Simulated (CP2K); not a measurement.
Crystal: TiSi2.

```
Ti Si
1.0
     6.98595    0.00000    0.00000
    -6.09399    3.41567    0.00000
     0.00000    0.00000    3.56517
Ti Si
2 4
Direct
  0.10312 0.89688 0.25000
  0.89688 0.10312 0.75000
  0.75031 0.24969 0.25000
  0.24969 0.75031 0.75000
  0.44175 0.55825 0.25000
  0.55825 0.44175 0.75000
```

The cell comes from a database or a generator and needn't be the stable form of this composition.

Base run:

- Program: CP2K 2026.2
- Functional: PBE
- Dispersion: D4
- Potentials or basis: POTENTIAL_UZH Ti GTH-PBE-q12, Si GTH-PBE-q4; DZVP-MOLOPT-PBE-GTH basis
- Density cutoff: 6123 eV
- k mesh: 8 × 8 × 8
- Occupations: fermi-dirac, width 0.05 eV
- Spin: no spin polarisation

Its results: band gap on the k mesh none (metal or under the smearing width); pressure -3.1 GPa; largest force 0.175 eV/Å.

Problem. After a change of settings the same cell gave: band gap on the k mesh none (metal or under the smearing width); pressure -5.0 GPa; largest force 0.174 eV/Å. Which change was it?
A. dispersion from D4 to D3
B. dispersion from D4 to D3(BJ)+ATM
C. dispersion from D4 to D3(BJ)
D. dispersion from D4 to rVV10

Solution. C.

Caveats: the basis of atomic orbitals isn't converged, which shifts pressures, moduli and gaps; pairwise dispersion overbinds metals, which lowers pressure and volume.

Not every run made on this cell is shown here.
